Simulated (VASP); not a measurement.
Here is a VASP 6.6.1 calculation.

File INCAR:

```
SYSTEM = TiO
  PREC = Accurate
  ENCUT = 600
  EDIFF = 1E-6
  ISMEAR = -1
  SIGMA = 0.05
  LREAL = .False.
  LASPH = .True.
  NELM = 100
  ALGO = Normal
  ISIF = 3
  LWAVE = .False.
  LCHARG = .False.
  GGA = AM
  IBRION = 2
  NSW = 40
  EDIFFG = -0.01
```

File KPOINTS:

```
Automatic mesh
0
Gamma
  10 10 8
  0 0 0
```

Contents of POSCAR:

```
TiO
1.0
    3.0310000000      0.0000000000      0.0000000000
   -1.5155000000      2.6249229989      0.0000000000
    0.0000000000      0.0000000000      3.2377000000
Ti O
1 1
Direct
    0.6666666667      0.3333333333      0.0000000000
    0.0000000000      0.0000000000      0.5000000000
```

Potentials or basis: VASP PAW PBE potentials, release 64 (Ti_sv, O).

Run with:

```sh
$ cat potpaw_PBE.64/Ti_sv/POTCAR potpaw_PBE.64/O/POTCAR > POTCAR
$ mpirun -np 1 vasp_std > vasp.out
```

**Question.** Predict the relaxed cell.

**Answer.** a = 2.790 Å, b = 2.790 Å, c = 2.796 Å, α = 90.00°, β = 90.00°, γ = 120.00°.

**Question.** Predict the space group after relaxing (to 0.05 Å).

**Answer.** P-6m2 (No. 187).

**Question.** What does it give for the relaxed volume?

**Answer.** 9.42 Å³/atom.

Stress tensor (GPa, compression positive):
```
0.00 0.00 0.00
0.00 0.00 0.00
0.00 0.00 0.09
```

Caveat: the volume moved by over 15 % at a fixed basis, so the end points are rough; the PAW data sets were made with another functional, which shifts forces and pressure a little; the volume moved by -27 % from the deposited cell, more than functionals usually miss.
